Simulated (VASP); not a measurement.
# AlAs (F-43m) in VASP: band structure with LDA

Aim: the band structure of AlAs with LDA.

Program: VASP 6.6.1. These are calculated values, not measurements. Logs are shortened: lines on timing, memory, paths and dates and some standing lists are left out, and cuts for length are marked.

## Step 1: The structure

It takes space group F-43m (No. 216, cubic). The conventional cell has a = 5.638 Å, b = 5.638 Å, c = 5.638 Å, α = 90.00°, β = 90.00°, γ = 90.00°. Al (site symmetry -43m) has 4 As at 2.44 Å as nearest neighbours. Around As (site symmetry -43m) lie 4 Al at 2.44 Å.

The cell was built by a generator and needn't be a form met in nature.

## Step 2: Band structure, LDA

Contents of POSCAR:

```
AlAs                                    
1.0
   -0.0000000000      2.8188999255      2.8188999255
    2.8188999255      0.0000000000      2.8188999255
    2.8188999255      2.8188999255     -0.0000000000
  Al              As            
     1     1
Direct
     0.0000000000000000    0.0000000000000000    0.0000000000000000
     0.2500000000000000    0.2500000000000000    0.2500000000000000
```

Contents of INCAR.step1:

```
PREC     = Accurate       # precision mode
ENCUT    = 520            # plane-wave cutoff, eV
EDIFF    = 1E-7           # SCF threshold, eV
ISMEAR   = 0              # smearing method
SIGMA    = 0.02           # smearing width, eV
LREAL    = F              # projectors in reciprocal space
LASPH    = T              # aspherical terms in the spheres
NELM     = 100            # most SCF steps
ALGO     = Fast           # electronic algorithm
ISIF     = 2              # what is computed and relaxed
LWAVE    = F              # write WAVECAR
LCHARG   = T              # write CHGCAR
GGA      = CA             # functional
NBANDS   = 11             # bands
```

Contents of KPOINTS.step1:

```
Automatic mesh
0
Gamma
  10 10 10
```

Contents of INCAR.step2:

```
PREC     = Accurate       # precision mode
ENCUT    = 520            # plane-wave cutoff, eV
EDIFF    = 1E-7           # SCF threshold, eV
ISMEAR   = 0              # smearing method
SIGMA    = 0.05           # smearing width, eV
LREAL    = F              # projectors in reciprocal space
LASPH    = T              # aspherical terms in the spheres
NELM     = 100            # most SCF steps
ALGO     = Fast           # electronic algorithm
ISIF     = 2              # what is computed and relaxed
LWAVE    = F              # write WAVECAR
LCHARG   = F              # write CHGCAR
GGA      = CA             # functional
NBANDS   = 11             # bands
ICHARG   = 11             # starting density
```

Contents of KPOINTS.step2:

```
path GXWKGLUWLK,UX
10
line-mode
reciprocal
 0.0000000000  0.0000000000  0.0000000000  G
 0.5000000000  0.0000000000  0.5000000000  X

 0.5000000000  0.0000000000  0.5000000000  X
 0.5000000000  0.2500000000  0.7500000000  W

 0.5000000000  0.2500000000  0.7500000000  W
 0.3750000000  0.3750000000  0.7500000000  K

 0.3750000000  0.3750000000  0.7500000000  K
 0.0000000000  0.0000000000  0.0000000000  G

 0.0000000000  0.0000000000  0.0000000000  G
 0.5000000000  0.5000000000  0.5000000000  L

 0.5000000000  0.5000000000  0.5000000000  L
 0.6250000000  0.2500000000  0.6250000000  U

 0.6250000000  0.2500000000  0.6250000000  U
 0.5000000000  0.2500000000  0.7500000000  W

 0.5000000000  0.2500000000  0.7500000000  W
 0.5000000000  0.5000000000  0.5000000000  L

 0.5000000000  0.5000000000  0.5000000000  L
 0.3750000000  0.3750000000  0.7500000000  K

 0.6250000000  0.2500000000  0.6250000000  U
 0.5000000000  0.0000000000  0.5000000000  X
```

Potentials or basis: VASP PAW LDA potentials, release 64 (Al, As).

The run is started by

```
$ cat potpaw_LDA.64/Al/POTCAR potpaw_LDA.64/As/POTCAR > POTCAR
$ cp INCAR.step1 INCAR
$ cp KPOINTS.step1 KPOINTS
$ mpirun -np 1 vasp_std > vasp.out
$ cp INCAR.step2 INCAR
$ cp KPOINTS.step2 KPOINTS
$ mpirun -np 1 vasp_std > vasp.out
```

OUTCAR:

```text
PREC = Accurate
   ENCUT = 520
   EDIFF = 1E-7
   ISMEAR = 0
   LREAL = F
   LASPH = T
   NELM = 100
   ISIF = 2
   GGA = CA
   ICHARG = 11

 ion  position               nearest neighbor table
   1  0.000  0.000  0.000-   2 2.44   2 2.44   2 2.44   2 2.44
   2  0.250  0.250  0.250-   1 2.44   1 2.44   1 2.44   1 2.44

  LATTYP: Found a face centered cubic cell.
 ALAT       =     5.6377998510

  Lattice vectors:

 A1 = (   0.0000000000,   2.8188999255,   2.8188999255)
 A2 = (   2.8188999255,   0.0000000000,   2.8188999255)
 A3 = (   2.8188999255,   2.8188999255,   0.0000000000)

Analysis of symmetry for initial positions (statically):
=====================================================================
 Subroutine PRICEL returns:
 Original cell was already a primitive cell.

 Routine SETGRP: Setting up the symmetry group for a
 face centered cubic supercell.

 Subroutine GETGRP returns: Found 24 space group operations
 (whereof 24 operations were pure point group operations)
 out of a pool of 48 trial point group operations.

The static configuration has the point symmetry T_d .

Analysis of symmetry for dynamics (positions and initial velocities):
=====================================================================
 Subroutine PRICEL returns:
 Original cell was already a primitive cell.

 Routine SETGRP: Setting up the symmetry group for a
 face centered cubic supercell.

 Subroutine GETGRP returns: Found 24 space group operations
 (whereof 24 operations were pure point group operations)
 out of a pool of 48 trial point group operations.

The dynamic configuration has the point symmetry T_d .

 Subroutine INISYM returns: Found 24 space group operations
 (whereof 24 operations are pure point group operations),
 and found     1 'primitive' translations

----------------------------------------------------------------------------------------

                                     Primitive cell

  volume of cell :      44.7991

  direct lattice vectors                    reciprocal lattice vectors
     0.000000000  2.818899925  2.818899925    -0.177374158  0.177374158  0.177374158
     2.818899925  0.000000000  2.818899925     0.177374158 -0.177374158  0.177374158
     2.818899925  2.818899925  0.000000000     0.177374158  0.177374158 -0.177374158

  length of vectors
     3.986526506  3.986526506  3.986526506     0.307221053  0.307221053  0.307221053

  position of ions in fractional coordinates (direct lattice)
     0.000000000  0.000000000  0.000000000
     0.250000000  0.250000000  0.250000000

  ion indices of the primitive-cell ions
   primitive index   ion index
                 1           1
                 2           2

----------------------------------------------------------------------------------------

 KPOINTS: path GXWKGLUWLK,UX

Interpolating k-points between supplied coordinates.

 Line segments in fractional coordinates (reciprocal lattice):
    0.000000  0.000000  0.000000  ...  0.500000  0.000000  0.500000
    0.500000  0.000000  0.500000  ...  0.500000  0.250000  0.750000
    0.500000  0.250000  0.750000  ...  0.375000  0.375000  0.750000
    0.375000  0.375000  0.750000  ...  0.000000  0.000000  0.000000
    0.000000  0.000000  0.000000  ...  0.500000  0.500000  0.500000
    0.500000  0.500000  0.500000  ...  0.625000  0.250000  0.625000
    0.625000  0.250000  0.625000  ...  0.500000  0.250000  0.750000
    0.500000  0.250000  0.750000  ...  0.500000  0.500000  0.500000
    0.500000  0.500000  0.500000  ...  0.375000  0.375000  0.750000
    0.625000  0.250000  0.625000  ...  0.500000  0.000000  0.500000

 Generated    10 points on each line segment, for a total of    100 k-points:

 Following reciprocal coordinates:
            Coordinates               Weight
  0.000000  0.000000  0.000000      0.010000
  0.055556  0.000000  0.055556      0.010000
  0.111111  0.000000  0.111111      0.010000
  0.166667  0.000000  0.166667      0.010000
  0.222222  0.000000  0.222222      0.010000
  0.277778  0.000000  0.277778      0.010000
[... 16 lines left out ...]
  0.472222  0.277778  0.750000      0.010000
  0.458333  0.291667  0.750000      0.010000
 [... further k-points ...]
   k-points           NKPTS =    100   k-points in BZ     NKDIM =    100   number of bands    NBANDS=     11
   number of dos      NEDOS =    301   number of ions     NIONS =      2
   total plane-waves  NPLWV =  27000
   dimension x,y,z NGX =    30 NGY =   30 NGZ =   30
   dimension x,y,z NGXF=    60 NGYF=   60 NGZF=   60
   ions per type =               1   1
   NGX,Y,Z   is equivalent  to a cutoff of  12.51, 12.51, 12.51 a.u.
   NGXF,Y,Z  is equivalent  to a cutoff of  25.02, 25.02, 25.02 a.u.
 SYSTEM =  unknown system
   PREC   = accura    normal or accurate (medium, high low for compatibility)
   ISTART =      0    job   : 0-new  1-cont  2-samecut
   ICHARG =     11    charge: 1-file 2-atom 10-const
   ISPIN  =      1    spin polarized calculation?
   LNONCOLLINEAR =      F non collinear calculations
   LSORBIT =      F    spin-orbit coupling
   LASPH  =      T    aspherical Exc in radial PAW
   ENCUT  =  520.0 eV  38.22 Ry    6.18 a.u.   7.41  7.41  7.41*2*pi/ulx,y,z
   NELM   =    100;   NELMIN=  2; NELMDL=  0     # of ELM steps
   EDIFF  = 0.1E-06   stopping-criterion for ELM
   LREAL  =      F    real-space projection
   EDIFFG = 0.1E-05   stopping-criterion for IOM
   NSW    =      0    number of steps for IOM
   IBRION =     -1    ionic relax: 0-MD 1-quasi-New 2-CG
   NFREE  =      0    steps in history (QN), initial steepest desc. (CG)
   ISIF   =      2    stress and relaxation
   ISYM   =      2    0-nonsym 1-usesym 2-fastsym
   POTIM  = 0.5000    time-step for ionic-motion
   TEBEG  =    0.0;   TEEND  =   0.0 temperature during run
   PSTRESS=    0.0 pullay stress
   NELECT =       8.0000    total number of electrons
   NUPDOWN=      -1.0000    fix difference up-down
   EMIN   =  10.00;   EMAX   =-10.00  energy-range for DOS
   EFERMI =   0.00;   METHOD = LEGACY
   ISMEAR =     0;   SIGMA  =   0.05  broadening in eV -4-tet -1-fermi 0-gaus
   EFERMI_NEDOS =   21; number of points for ismear=-14 and -15
   IALGO  =     68    algorithm
   IMIX   =      4    mixing-type and parameters
     AMIX     =   0.40;   BMIX     =  1.00
     AMIX_MAG =   1.60;   BMIX_MAG =  1.00
  volume/ion in A,a.u.               =      22.40       151.16
  Fermi-wavevector in a.u.,A,eV,Ry     =   0.921896  1.742130 11.563481  0.849892
  Thomas-Fermi vector in A             =   2.047363
   LORBIT       =      0    0 simple, 1 ext, 2 COOP (PROOUT), +10 PAW based schemes
   GGA     = CA    functional components
   LHFCALC =     F    Hartree Fock is set to
   AEXX    =    0.0000 exact exchange contribution
   IVDW    =     0    specifies the selected vdW correction
   LEPSILON=     F    determine dielectric tensor
   LRPA    =     F    only Hartree local field effects (RPA)
 non-spin polarized calculation
 RMM-DIIS sequential band-by-band and
 Gauss-broadening in eV      SIGMA  =   0.05
  energy-cutoff  :      520.00
  volume of cell :       44.80
 maximum number of plane-waves:      1243

 number of electron       8.0000001 magnetization

 Free energy of the ion-electron system (eV)
  ---------------------------------------------------
  ext. energy  EPLUGINS =         0.00000000
  ---------------------------------------------------
  free energy    TOTEN  =       -10.71317177 eV

  energy without entropy =      -10.71317177  energy(sigma->0) =      -10.71317177

 E-fermi :   4.1477     XC(G=0):  -9.3254

 val. band max:        3.8865508899   @ k =   0.0000   0.0000   0.0000
 cond. band min:       5.2056100126   @ k =   0.5000   0.0000   0.5000
 fundamental gap:      1.3190591227
 Fermi energy:         4.1476770889

 k-point     1 :       0.0000    0.0000    0.0000
  band No.  band energies     occupation
      1      -8.0760      2.00000
      2       3.8866      2.00000
      3       3.8866      2.00000
      4       3.8866      2.00000
      5       5.8672      0.00000
      6       8.1543      0.00000
      7       8.1543      0.00000
      8       8.1543      0.00000
      9      12.5828      0.00000
     10      12.9452      0.00000
     11      12.9452      0.00000

 k-point     2 :       0.0556    0.0000    0.0556
  band No.  band energies     occupation
      1      -8.0346      2.00000
      2       3.4736      2.00000
      3       3.7686      2.00000
      4       3.7686      2.00000
      5       6.3025      0.00000
      6       7.9942      0.00000
      7       8.3338      0.00000
      8       8.3338      0.00000
      9      12.3972      0.00000
     10      12.8415      0.00000
     11      12.9996      0.00000

 k-point     3 :       0.1111    0.0000    0.1111
  band No.  band energies     occupation
      1      -7.9119      2.00000
      2       2.6884      2.00000
      3       3.4694      2.00000
      4       3.4694      2.00000
      5       7.1132      0.00000
      6       7.6002      0.00000
      7       8.8157      0.00000
      8       8.8157      0.00000
      9      11.4491      0.00000
     10      13.1629      0.00000
     11      13.5000      0.00000

 k-point     4 :       0.1667    0.0000    0.1667
  band No.  band energies     occupation
      1      -7.7123      2.00000
      2       1.8490      2.00000
      3       3.0894      2.00000
      4       3.0894      2.00000
      5       7.1133      0.00000
      6       7.7798      0.00000
      7       9.4947      0.00000
      8       9.4947      0.00000
      9      10.7671      0.00000
     10      13.4349      0.00000
     11      14.4191      0.00000
[... 239 lines left out ...]
 k-point    22 :       0.4861    0.2639    0.7500
  band No.  band energies     occupation
      1      -6.0446      2.00000
      2      -1.2499      2.00000
      3       0.6269      2.00000
      4       1.0353      2.00000
      5       8.0579      0.00000
      6       9.3161      0.00000
      7       9.6654      0.00000
      8      10.0656      0.00000
      9      14.4088      0.00000
     10      16.1065      0.00000
     11      16.5698      0.00000

 k-point    23 :       0.4722    0.2778    0.7500
  band No.  band energies     occupation
      1      -6.0516      2.00000
      2      -1.2586      2.00000
      3       0.5948      2.00000
      4       1.1310      2.00000
      5       7.8168      0.00000
      6       9.1366      0.00000
      7       9.8594      0.00000
      8      10.3766      0.00000
      9      14.2699      0.00000
     10      15.8540      0.00000
     11      16.7792      0.00000

 k-point    24 :       0.4583    0.2917    0.7500
  band No.  band energies     occupation
      1      -6.0613      2.00000
      2      -1.2717      2.00000
      3       0.5525      2.00000
      4       1.2716      2.00000
      5       7.4829      0.00000
      6       9.0250      0.00000
      7      10.1141      0.00000
      8      10.7112      0.00000
      9      14.0614      0.00000
     10      15.5381      0.00000
     11      17.0348      0.00000

 [... further k-points ...]

------------------------ aborting loop because EDIFF is reached ----------------------------------------

  FORCE on cell =-STRESS in cart. coord.  units (eV):
  Direction    XX          YY          ZZ          XY          YZ          ZX
  --------------------------------------------------------------------------------------
  -------------------------------------------------------------------------------------
  Total       -0.2284700     -0.2284700     -0.2284700     -0.0000000     -0.0000000      0.0000000
  in kB       -8.1709181     -8.1709181     -8.1709181     -0.0000000     -0.0000000      0.0000000
  external PRESSURE =      -8.1709181 kB  Pullay stress =       0.0000000 kB

 VOLUME and BASIS-vectors are now :
 -----------------------------------------------------------------------------
  energy-cutoff  :      520.00
  volume of cell :       44.80
      direct lattice vectors                 reciprocal lattice vectors
     0.000000000  2.818899925  2.818899925    -0.177374158  0.177374158  0.177374158
     2.818899925  0.000000000  2.818899925     0.177374158 -0.177374158  0.177374158
     2.818899925  2.818899925  0.000000000     0.177374158  0.177374158 -0.177374158

 POSITION                                       TOTAL-FORCE (eV/Angst)
 -----------------------------------------------------------------------------------
      0.00000      0.00000      0.00000        -0.000000     -0.000000     -0.000000
      1.40945      1.40945      1.40945         0.000000      0.000000      0.000000
 -----------------------------------------------------------------------------------
    total drift:                               -0.000000     -0.000000     -0.000000

  FREE ENERGIE OF THE ION-ELECTRON SYSTEM (eV)
  ---------------------------------------------------
  free  energy   TOTEN  =       -10.7131717653 eV

  energy  without entropy=      -10.7131717653  energy(sigma->0) =      -10.71317177
```

It took 28 s on 1 thread of Intel Xeon 6975P-C (Granite Rapids), shared host; peak memory 0.17 GiB.

What came out:

```
Band gap on the k mesh  : 1.32 eV, indirect (least direct gap 1.98 eV)
Band gap along the path : 1.32 eV, indirect (least direct gap 1.98 eV)
```

Levels at the corners of the path, in eV from the valence-band top:
```
point  band 1  band 2  band 3  band 4  band 5  band 6  band 7  band 8  band 9
    Γ  -11.96    0.00    0.00    0.00    1.98    4.27    4.27    4.27    8.70
    X   -9.96   -5.49   -2.20   -2.20    1.32    2.20   10.30   10.30   11.70
    X   -9.96   -5.49   -2.20   -2.20    1.32    2.20   10.30   10.30   11.70
    W   -9.93   -5.13   -3.25   -2.88    4.25    5.63    5.66    5.98   10.57
    W   -9.93   -5.13   -3.25   -2.88    4.25    5.63    5.66    5.98   10.57
    K   -9.99   -5.23   -3.49   -1.83    2.14    4.92    8.16    8.28    8.70
    K   -9.99   -5.23   -3.49   -1.83    2.14    4.92    8.16    8.28    8.70
    Γ  -11.96    0.00    0.00    0.00    1.98    4.27    4.27    4.27    8.70
    Γ  -11.96    0.00    0.00    0.00    1.98    4.27    4.27    4.27    8.70
    L  -10.52   -5.65   -0.83   -0.83    2.07    4.65    4.65    7.61   11.08
    L  -10.52   -5.65   -0.83   -0.83    2.07    4.65    4.65    7.61   11.08
    U   -9.99   -5.23   -3.49   -1.83    2.14    4.92    8.16    8.28    8.70
    U   -9.99   -5.23   -3.49   -1.83    2.14    4.92    8.16    8.28    8.70
    W   -9.93   -5.13   -3.25   -2.88    4.25    5.63    5.66    5.98   10.57
    W   -9.93   -5.13   -3.25   -2.88    4.25    5.63    5.66    5.98   10.57
    L  -10.52   -5.65   -0.83   -0.83    2.07    4.65    4.65    7.61   11.08
    L  -10.52   -5.65   -0.83   -0.83    2.07    4.65    4.65    7.61   11.08
    K   -9.99   -5.23   -3.49   -1.83    2.14    4.92    8.16    8.28    8.70
    U   -9.99   -5.23   -3.49   -1.83    2.14    4.92    8.16    8.28    8.70
    X   -9.96   -5.49   -2.20   -2.20    1.32    2.20   10.30   10.30   11.70
```

Caveat: the log is that of the step along the path at fixed density, whose energy, stress, charges and moments have no meaning. LDA gaps usually lie below the measured ones, often by a third to a half.
